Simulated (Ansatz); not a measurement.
**N in Ansatz: the effect of functional**

The system is N.

```xyz
8
Lattice="5.5605 0.0000 0.0000 0.0000 5.5605 0.0000 0.0000 0.0000 5.5605" Properties=species:S:1:pos:R:3 pbc="T T T"
N     0.3192    2.4611    3.0994
N     2.4611    3.0994    0.3192
N     3.0994    0.3192    2.4611
N     5.2414    5.2414    5.2414
N     5.2414    3.0994    2.4611
N     3.0994    2.4611    5.2414
N     2.4611    5.2414    3.0994
N     0.3192    0.3192    0.3192
```

Alike in all runs:

- Program: Ansatz 0.2.0
- Task: band structure
- Potentials or basis: all-electron LAPW, scalar-relativistic
- Basis error allowed: 0.002 eV/atom
- k mesh: 5 × 5 × 5
- Occupations: fermi-dirac, width 0.05 eV
- Spin: no spin polarisation

| functional | cutoff | gap on the mesh (eV) | pressure (GPa) | largest force (eV/Å) |
| --- | --- | --- | --- | --- |
| PBEsol | 877 eV (chosen from the basis error) | ? | ? | ? |
| LDA | 882 eV (chosen from the basis error) | 7.10 | -2.6 | 1.55 |
| PBE | 875 eV (chosen from the basis error) | 7.29 | -0.1 | 0.66 |

Problem. What does the run with functional PBEsol give?

Solution. gap on the mesh 7.25 eV; pressure -0.7 GPa; largest force 0.85 eV/Å.

Caveats: forces of over 1 eV/Å show positions far from the minimum, so gaps and moduli don't describe the material at rest (some runs).

